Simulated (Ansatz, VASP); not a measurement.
## Two plane-wave programs on BN (Qingsongite)

```
B N
1.0
     0.00000    1.87083    1.87083
     1.87083    0.00000    1.87083
     1.87083    1.87083    0.00000
B N
1 1
Direct
  0.00000 0.00000 0.00000
  0.25000 0.25000 0.25000
```

Alike in both runs: task single point; functional PBE; k mesh 12 × 12 × 12; occupations gaussian, width 0.02 eV; no spin polarisation.

|  | VASP | Ansatz |
| --- | --- | --- |
| version | VASP 6.6.1 | Ansatz 0.2.0 |
| potentials or method | VASP PAW PBE potentials, release 64 (B, N) | scalar-relativistic, plane waves, PAW |
| plane-wave cutoff (eV) | 520 | 420 |
| valence electrons in the cell | 8 | 8 |

```csv
,VASP,Ansatz,Ansatz less VASP
gap on the k mesh at the Fermi level (eV),4.34,4.35,+0.008
least direct gap on the mesh (eV),8.33,8.34,+0.008
```

 A k mesh can miss the band edges.
